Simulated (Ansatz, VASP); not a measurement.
# One calculation of InP, two programs

File INCAR:

```
SYSTEM = InP
PREC     = Accurate       ! precision mode
ENCUT    = 600            ! plane-wave cutoff, eV
EDIFF    = 1E-6           ! SCF threshold, eV
ISMEAR   = 0              ! smearing method
SIGMA    = 0.02           ! smearing width, eV
LREAL    = .FALSE.        ! projectors in reciprocal space
LASPH    = .TRUE.         ! aspherical terms in the spheres
NELM     = 100            ! most SCF steps
ALGO     = Normal         ! electronic algorithm
ISIF     = 3              ! what is computed and relaxed
LWAVE    = .FALSE.        ! write WAVECAR
LCHARG   = .FALSE.        ! write CHGCAR
GGA      = CA             ! functional
IBRION   = 2              ! ionic algorithm
NSW      = 100            ! ionic steps
EDIFFG   = -0.005         ! ionic threshold
```

File KPOINTS:

```
regular mesh
0
G
  10 10 10
  0 0 0
```

POSCAR

```
InP
1.0
    0.0000000000      2.9305000000      2.9305000000
    2.9305000000      0.0000000000      2.9305000000
    2.9305000000      2.9305000000      0.0000000000
In P
1 1
Direct
    0.0000000000      0.0000000000      0.0000000000
    0.2500000000      0.2500000000      0.2500000000
```

Input for Ansatz:

```yaml
crystal:
  lattice:
    - [0.0, 2.9305, 2.9305]
    - [2.9305, 0.0, 2.9305]
    - [2.9305, 2.9305, 0.0]
  atoms:
    - { symbol: In, position: [0.0, 0.0, 0.0] }
    - { symbol: P, position: [0.25, 0.25, 0.25] }
basis:
  ecutwfc: 420
kpoints:
  mp_grid: { grid: [10, 10, 10] }
hamiltonian:
  xc: lda
scf:
  occupations: { method: gaussian, width: 0.02 }
output:
  forces: true
  stress: true
  eigenvalues: true
relax:
  adjacent_minimum: "off"
  f_tol: 0.005
  max_steps: 80
  cell: { stress_tol: 0.05 }
```

Alike in both runs: task relaxation of cell and atoms; functional LDA; k mesh 10 × 10 × 10; occupations gaussian, width 0.02 eV; no spin polarisation.

|  | VASP | Ansatz |
| --- | --- | --- |
| version | VASP 6.6.1 | Ansatz 0.2.0 |
| potentials or method | VASP PAW LDA potentials, release 64 (In_d, P) | scalar-relativistic, plane waves, PAW |
| plane-wave cutoff (eV) | 600 | 420 |
| valence electrons in the cell | 18 | 18 |

|  | VASP | Ansatz | Ansatz less VASP |
| --- | --- | --- | --- |
| gap on the k mesh at the Fermi level, each at its own relaxed structure (eV) | 0.60 | 0.58 | -0.024 |
| relaxed volume (Å³/atom) | 24.75 | 24.73 | -0.021 |
| relaxed cell length with the largest relative difference (Å) | 4.122 | 4.120 | -0.0011 |
| energy change over the relaxation (meV/atom) | -1 | -2 | -0.2 |

Caveats: spin-orbit coupling is left out, which moves the levels of the heavy elements. LDA usually gives volumes a few per cent too small. Zero-point motion and thermal expansion aren't in these numbers.
